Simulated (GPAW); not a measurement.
HfN: relaxation of cell and atoms with PBEsol

HfN:

```
Hf N
1.0
     0.00000    2.25600    2.25600
     2.25600    0.00000    2.25600
     2.25600    2.25600    0.00000
Hf N
1 1
Direct
  0.00000 0.00000 0.00000
  0.50000 0.50000 0.50000
```

```json
{
  "Program": "GPAW 26.7.0",
  "Task": "relaxation of cell and atoms",
  "Functional": "PBEsol",
  "Potentials or basis": "PAW data sets generated in the run's folder for this functional",
  "Cutoff": "800 eV",
  "Basis": "pw",
  "k mesh": "10 × 10 × 10",
  "Occupations": "fermi-dirac, width 0.05 eV",
  "Spin": "no spin polarisation",
  "Target pressure": "30 GPa",
  "Maxiter": "150",
  "Optimizer": "BFGS",
  "Fmax": "0.02 eV/Å",
  "Max steps": "60",
  "Convergence": "density=1e-05 forces=0.0001"
}
```

```json
{"Relaxed volume": "10.48 Å³/atom", "Relaxed cell": "a = 3.095 Å, b = 3.095 Å, c = 3.095 Å, α = 60.00°, β = 60.00°, γ = 60.00°", "Space group after relaxing (to 0.05 Å)": "Fm-3m (No. 225)", "Energy change on relaxing (the enthalpy is what falls)": "+84.4 meV/atom", "Ionic steps": "4", "Pressure after relaxing": "29.9 GPa", "Band gap on the k mesh": "none (metal or under the smearing width)"}
```

The path:
| step | energy change (eV) | largest force (eV/Å) | pressure (GPa) | volume (Å³) |
| --- | --- | --- | --- | --- |
| 1 | 0.0000 | 0.0000 | -1.62 | 22.96 |
| 2 | 0.0430 | 0.0000 | 13.74 | 21.88 |
| 3 | 0.1862 | 0.0000 | 31.70 | 20.88 |
| 4 | 0.1688 | 0.0000 | 29.93 | 20.97 |

Final structure:
```xyz
2
Lattice="0.0000 2.1886 2.1886 2.1886 0.0000 2.1886 2.1886 2.1886 0.0000" Properties=species:S:1:pos:R:3 pbc="T T T"
Hf    0.0000    0.0000    0.0000
N     2.1886    2.1886    2.1886
```

Levels at points of the mesh, in eV from the Fermi level:
```
           k point  band 6  band 7  band 8  band 9  band 10  band 11  band 12  band 13
(0.00, 0.00, 0.00)   -3.10   -3.10   -3.10   -0.48    -0.48    -0.48     2.13     2.13
(0.50, 0.50, 0.00)   -5.39   -4.34   -3.72   -3.72     4.56     6.24     6.24     6.76
(0.50, 0.50, 0.50)   -9.49   -6.71   -6.71    3.70     4.15     4.15     4.93     9.98
```

Run time: 86 s on 1 thread of Arm Neoverse V1, with other jobs on the host, peak memory 0.23 GiB.

Caveat: later steps reuse the first step's grids. Spin-orbit coupling is left out, which matters for the levels of Hf.
